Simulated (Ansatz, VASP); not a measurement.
# Ti3Si2: VASP beside Ansatz

```xyz
5
Lattice="4.5491 0.0000 0.0000 0.0000 4.5491 0.0000 0.0000 0.0000 4.5491" Properties=species:S:1:pos:R:3 pbc="T T T"
Ti    2.2746    0.0000    0.0000
Ti    0.0000    2.2746    0.0000
Ti    0.0000    0.0000    2.2746
Si    2.2746    2.2746    2.2746
Si    0.0000    0.0000    0.0000
```

Alike in both runs: functional PBE; k mesh 8 × 8 × 8; occupations gaussian, width 0.1 eV; no spin polarisation.

Ansatz relaxed the structure, and its values are those at the end. VASP's run is a single point on that final structure, the one shown.

|  | VASP | Ansatz |
| --- | --- | --- |
| version | VASP 6.6.1 | Ansatz 0.2.0 |
| potentials or method | VASP PAW PBE potentials, release 64 (Ti_sv, Si) | scalar-relativistic, plane waves, PAW |
| plane-wave cutoff (eV) | 520 | 420 |
| valence electrons in the cell | 44 | 44 |

|  | VASP | Ansatz | Ansatz less VASP |
| --- | --- | --- | --- |
| gap on the k mesh at the Fermi level (eV) | none | none | - |
| pressure (GPa) | 0.0 | 0.0 | -0.03 |

A gap of «none» marks a metal or a gap that the smearing closes.
